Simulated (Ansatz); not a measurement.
The system is MnO2.

```
Mn O
1.0
     1.42843    0.82471    4.58393
    -1.42843    0.82471    4.58393
     0.00000   -1.64941    4.58393
Mn O
1 2
Cartesian
  0.0000 0.0000 0.0000
  0.0000 0.0000 10.1163
  0.0000 0.0000 3.6355
```

Measurements of this composition are mostly on another form, of space group No. 136.

* Program: Ansatz 0.2.0
* Task: relaxation of cell and atoms
* Functional: PBEsol
* Dispersion: D3(BJ)
* Potentials or basis: Ansatz PAW
* Cutoff: 420 eV (not typed: the program's choice for these potentials)
* k mesh: 11 × 11 × 11
* Occupations: fermi-dirac, width 0.05 eV
* Spin: collinear spin, ferromagnetic start
* Starting moments: [4.0, 0.0, 0.0] μB

At the start: volume 10.80 Å³/atom.

Task: Where does the relaxation end?

Result: It ends after 8 steps and the volume is 10.37 Å³/atom (-4.0 %); space group R-3m (No. 166, to 0.05 Å); moment 3.00 μB per cell.

The path:
```tsv
step	energy change (eV)	largest force (eV/Å)	volume (Å³)
1	0.0000	0.1597	32.40
2	-0.0111	0.1185	31.56
3	-0.0134	0.0008	31.35
4	-0.0088	0.0003	31.35
5	-0.0100	0.0042	31.15
6	-0.0090	0.0044	31.15
7	-0.0092	0.0015	31.11
8	-0.0090	0.0014	31.11
```

Final structure:
```yaml
crystal:
  lattice:
    - [1.41776, 0.81854, 4.46783]
    - [-1.41776, 0.81854, 4.46783]
    - [0.00000, -1.63708, 4.46783]
  atoms:
    - { symbol: Mn, position: [0.00000, 0.00000, 0.00000] }
    - { symbol: O, position: [0.73743, 0.73743, 0.73743] }
    - { symbol: O, position: [0.26257, 0.26257, 0.26257] }
```

Caveat: the plane-wave basis is chosen anew once the cell has moved, so the energies of steps on either side of that aren't comparable; the pressure holds a Pulay correction of +0.9 GPa for the finite cutoff; a cell with one magnetic atom can't hold antiferromagnetic order, which such compounds often take; the PAW data sets come from PBE, with cores solved anew for the run's functional, which leaves a small shift of forces and pressure.
